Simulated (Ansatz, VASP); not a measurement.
**Si3C in VASP and in Ansatz**

```
C Si
1.0
     1.69861    0.98069    5.87092
    -1.69861    0.98069    5.87092
     0.00000   -1.96139    5.87092
C Si
1 3
Direct
  0.99897 0.99897 0.99897
  0.49662 0.49662 0.49662
  0.36388 0.36388 0.36388
  0.89053 0.89053 0.89053
```

Alike in both runs: task single point; functional PBE; k mesh 2 × 2 × 2; occupations fermi-dirac, width 0.02 eV; no spin polarisation.

|  | VASP | Ansatz |
| --- | --- | --- |
| version | VASP 6.6.1 | Ansatz 0.2.0 |
| potentials or method | VASP PAW PBE potentials, release 64 (C, Si) | plane waves |
| plane-wave cutoff (eV) | 520 | 420 |
| valence electrons in the cell | 16 | 16 |

Ansatz gave:

```
pressure (GPa)                                  : 2.3
largest component of the traceless stress (GPa) : 0.88
rms of the force components (eV/Å)              : 1.134
```

**Question.** Estimate VASP's values.

**Answer.** Pressure (GPa): 2.2; largest component of the traceless stress (GPa): 0.91; rms of the force components (eV/Å): 1.123.

Atom by atom the forces differ by 0.011 eV/Å (rms over components). With one functional, cell and mesh, what is left measures potentials, basis and numerics.

Caveats: the k mesh is coarse (spacing up to 1.08 Å⁻¹), so the values aren't converged; forces of over 1 eV/Å show positions far from the minimum, so gaps and moduli don't describe the material at rest.
